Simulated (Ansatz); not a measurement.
**¹¹⁹Sn Mössbauer parameters in SnSe**

Cell: a structure deposited in the COD, whose atoms a relaxation with PBE at fixed cell left in place.

```xyz
2
Lattice="0.0000 3.0100 3.0100 3.0100 0.0000 3.0100 3.0100 3.0100 0.0000" Properties=species:S:1:pos:R:3 pbc="T T T"
Sn    0.0000    0.0000    0.0000
Se    3.0100    3.0100    3.0100
```

Atom numbers follow the list; atoms alike are taken as one site, whose name carries the number of the first.

The numbers come from a DFT calculation in Ansatz (PBE, plane waves and PAW, scalar-relativistic, 420 eV cutoff, Γ-centred 13×13×13 k-points, Fermi–Dirac smearing 0.02 eV).

Isomer shifts (against SnO₂) follow from the electron density at the nucleus, δ = α(ρ − ρ₀), with α = 0.099 mm s⁻¹ a₀³ and ρ₀ = 183191.44 a₀⁻³ from a line fitted to 8 measured compounds at this level of theory (rms miss 0.12 mm/s). ΔE_Q = ½eQV_zz(1 + η²/3)^½ with Q = -0.132 b for the 23.9 keV state.

Task: Where do the absorption lines lie?

Result: Sn (1 atom a cell): δ = 3.66, |ΔE_Q| = 0.00 mm/s, a single line at 3.66 mm/s.

Shifts outside the range of the fitted compounds (-0.5 to 3.2 mm/s for Sn) are extrapolations.

The relaxation (1 step) took 4.1 s of wall time (4.1 s of CPU time) and 0.51 GiB at its peak, on 1 thread of Intel Xeon 6975P-C (Granite Rapids) (x86_64; 16 cores open to the job, memory cap 3.0 GiB, no GPU), a shared host with a load of 0.1 a core.
